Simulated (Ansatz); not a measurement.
# A series in volume scale on Sn

Results calculated with Ansatz 0.2.0, not measured. Plane-wave DFT, scalar-relativistic PAW made under PBE with cores redone for the functional, no dispersion; the given relaxed cell is scaled uniformly, energy at zero smearing counts from the unscaled cell, pressure at the given Fermi-Dirac smearing is positive in compression.

The cell before it is scaled or strained (space group P6_3/mmc, No. 194):
```
Sn
1.0
      3.4014     0.0000     0.0000
     -1.7007     2.9457     0.0000
      0.0000     0.0000     5.6530
Sn
2
Direct
  0.33333 0.66667 0.25000
  0.66667 0.33333 0.75000
```

Settings of every row: spin polarised no; functional revPBE; wave cutoff 420 eV; smearing width 0.1 eV; k mesh 12x12x7.

Atom starting moment: 0 on all atoms.

Limits: the cell comes from a prototype or a list of computed structures and needn't be the stable phase.

| row | volume scale | V (Å³/atom) | energy change per atom (meV) | pressure (GPa) |
| --- | --- | --- | --- | --- |
| 1 | 0.88 | 24.922 | 70.32 | 7.64 |
| 2 | 0.92 | 26.055 | 28.7 | 4.51 |
| 3 | 0.96 | 27.187 | 6.69 | 2.04 |
| 4 | 1.04 | 29.453 | ? | ? |
| 5 | 1.08 | 30.586 | 20.27 | -2.67 |
| 6 | 1.12 | 31.719 | 42.84 | -3.65 |

Question: what energy change per atom and pressure should row 4 give?

Worked fit of energy change per atom. Take u = (V_r/V)^(2/3) − 1 with V_r = 27.187 Å³ an atom, which is twice the finite (Eulerian) strain; such expansions in the strain, on which the Birch-Murnaghan equation of state is built, carry the rest volume and the bulk modulus. The shown rows have u = 0.05971, 0.02876, 0, -0.07553, -0.09768. Least squares give energy change per atom = 6.708 + 516.61 × u + 9117.6 × u² meV; a straight line predicts inner rows, each left out in turn, worse (root mean square 24 against 0.67 meV). The rows lie off it by 0.26, -0.41, -0.02, 0.57, -0.40 (root mean square 0.38 meV). The withheld row has u = -0.05197, so the fit gives 6.708 + 516.61 × (-0.05197) + 9117.6 × (-0.05197)² = 4.49 meV.

The calculation gave 5.35 meV. The fit lies 0.86 meV (16 % of the value, 1.3 % of the column's range) below it; its largest miss of a shown row is 0.57 meV.

Worked fit of pressure. Take u = (V_r/V)^(2/3) − 1 with V_r = 27.187 Å³ an atom, which is twice the finite (Eulerian) strain; such expansions in the strain, on which the Birch-Murnaghan equation of state is built, carry the rest volume and the bulk modulus. The shown rows have u = 0.05971, 0.02876, 0, -0.07553, -0.09768. Least squares give pressure = 2.046 + 79.98 × u + 224.9 × u² GPa; a straight line predicts inner rows, each left out in turn, worse (root mean square 0.59 against 0.047 GPa). The rows lie off it by 0.02, -0.02, -0.01, 0.04, -0.03. The pressure vanishes at u = -0.0277, or V = 28.36 Å³ an atom, and there the bulk modulus at fixed shape and fractions is B = −V dP/dV = (2/3)(1 + u) dP/du = 43.8 GPa. Letting shape and atoms relax would as a rule lower it, by much in layered, chain or molecular crystals. The withheld row has u = -0.05197, so the fit gives 2.046 + 79.98 × (-0.05197) + 224.9 × (-0.05197)² = -1.50 GPa.

The calculation gave -1.44 GPa. The fit lies 0.06 GPa (4.2 % of the value, 0.53 % of the column's range) below it; its largest miss of a shown row is 0.04 GPa.
